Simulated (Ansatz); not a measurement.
## Ga4P and its competing phases

These are results of Ansatz 0.2.0, DFT PBE, scalar-relativistic, plane waves, PAW, not measurements. Settings: cutoff 420 eV, Γ-centred meshes spaced at most about 0.3 Å⁻¹, and about 0.25 Å⁻¹ or finer for metals (2π included), Gaussian smearing. No spin polarisation.

The zero of energy is the elements' standard structures at the same level; no fitted shifts are applied. The references include black phosphorus.

All energies are static (0 K, no zero-point motion). The reference form of P is held partly by dispersion forces, which this level lacks.

The competitors are the elements and 1 reference phase of this chemical system (from databases or known types: GaP), relaxed at the same level; other known phases may be missing.

The candidate was reached from: PtPb4 type (P4/nbm).

```yaml
crystal:
  lattice:
    - [5.83692, 0.00000, 0.00000]
    - [0.00000, 5.83692, 0.00000]
    - [0.00000, 0.00000, 5.57644]
  atoms:
    - { symbol: Ga, position: [0.66641, 0.83359, 0.28294] }
    - { symbol: Ga, position: [0.83359, 0.33359, 0.28294] }
    - { symbol: Ga, position: [0.16641, 0.33359, 0.71706] }
    - { symbol: Ga, position: [0.83359, 0.66641, 0.71706] }
    - { symbol: Ga, position: [0.66641, 0.16641, 0.71706] }
    - { symbol: Ga, position: [0.33359, 0.83359, 0.71706] }
    - { symbol: Ga, position: [0.33359, 0.16641, 0.28294] }
    - { symbol: Ga, position: [0.16641, 0.66641, 0.28294] }
    - { symbol: P, position: [0.50000, 0.50000, 0.00000] }
    - { symbol: P, position: [0.00000, 0.00000, 0.00000] }
```

**Question.** Where does it stand against these competitors?

**Answer.** Not stable. Its formation energy is 0.034 eV/atom. The lowest competing mixture at this composition is this:

```
phase      space group             source  share of atoms  ΔE_f (eV/atom)
   Ga                -            element          0.6000         -0.0013
  GaP  F-43m (No. 216)  Materials Project          0.4000          -0.432
```

The lowest database cell of Ga (-0.0013) lies slightly below the reference, hence the non-zero entry.

The mixture lies at -0.174 eV/atom, and the candidate lies 0.21 eV/atom above it. The candidate matches no cell in the subsets of the Crystallography Open Database and the Materials Project at hand. A phase this far over the hull is unlikely to be made.
